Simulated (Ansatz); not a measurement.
Crystal: TiB2.

```
Ti B
1.0
     3.02920    0.00000    0.00000
    -1.51460    2.62336    0.00000
     0.00000    0.00000    3.22840
Ti B
1 2
Direct
  0.00000 0.00000 0.00000
  0.66667 0.33333 0.50000
  0.33333 0.66667 0.50000
```

| Quantity | Value |
| --- | --- |
| Program | Ansatz 0.2.0 |
| Task | relaxation of cell and atoms |
| Functional | revPBE |
| Dispersion | D3(BJ) |
| Potentials or basis | Ansatz PAW |
| Cutoff | 420 eV (not typed: the program's choice for these potentials) |
| k mesh | 10 × 10 × 8 |
| Occupations | fermi-dirac, width 0.05 eV |
| Spin | no spin polarisation |

At the start: volume 8.55 Å³/atom.

Problem. Where does the relaxation end?

Solution. It ends after 8 steps and the volume is 8.15 Å³/atom (-4.7 %); space group P6/mmm (No. 191, to 0.05 Å).

Step by step:
| step | energy change (eV) | largest force (eV/Å) | volume (Å³) |
| --- | --- | --- | --- |
| 1 | 0.0000 | 0.0000 | 25.66 |
| 2 | -0.0448 | 0.0000 | 24.71 |
| 3 | -0.0479 | 0.0000 | 24.43 |
| 4 | -0.0480 | 0.0000 | 24.45 |
| 5 | -0.0480 | 0.0000 | 24.45 |
| 6 | -0.0467 | 0.0000 | 24.45 |
| 7 | -0.0467 | 0.0000 | 24.45 |
| 8 | -0.0467 | 0.0000 | 24.45 |

Final structure:
```xyz
3
Lattice="2.9881 0.0000 0.0000 -1.4940 2.5877 0.0000 0.0000 0.0000 3.1618" Properties=species:S:1:pos:R:3 pbc="T T T"
Ti    0.0000    0.0000    0.0000
B     1.4940    0.8626    1.5809
B     0.0000    1.7252    1.5809
```

Caveat: the plane-wave basis is chosen anew once the cell has moved, so the energies of steps on either side of that aren't comparable; the PAW data sets come from PBE, with cores solved anew for the run's functional, which leaves a small shift of forces and pressure.
